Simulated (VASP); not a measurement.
CaO (Lime):

```
Ca O
1.0
     0.00000    2.40650    2.40650
     2.40650    0.00000    2.40650
     2.40650    2.40650    0.00000
Ca O
1 1
Direct
  0.00000 0.00000 0.00000
  0.50000 0.50000 0.50000
```

- Program: VASP 6.6.1
- Task: relaxation of cell and atoms
- Functional: LDA
- Potentials or basis: VASP PAW LDA potentials, release 64 (Ca_sv, O)
- Cutoff: 600 eV
- k mesh: 10 × 10 × 10
- Occupations: gaussian, width 0.03 eV
- Spin: no spin polarisation

At the start: pressure -6.8 GPa; volume 13.94 Å³/atom.

Task: Where does the relaxation end?

Result: Over 3 steps the energy falls by 18.1 meV/atom and the volume is 13.12 Å³/atom (-5.8 %); space group Fm-3m (No. 225, to 0.05 Å).

The path:
```
step  energy change (eV)  largest force (eV/Å)  pressure (GPa)  volume (Å³)
   1              0.0000                0.0000           -6.78        27.87
   2             -0.0287                0.0000            3.61        25.56
   3             -0.0363                0.0000            0.00        26.25
```

Final structure:
```yaml
crystal:
  lattice:
    - [0.00000, 2.35878, 2.35878]
    - [2.35878, 0.00000, 2.35878]
    - [2.35878, 2.35878, 0.00000]
  atoms:
    - { symbol: Ca, position: [0.00000, 0.00000, 0.00000] }
    - { symbol: O, position: [0.50000, 0.50000, 0.50000] }
```
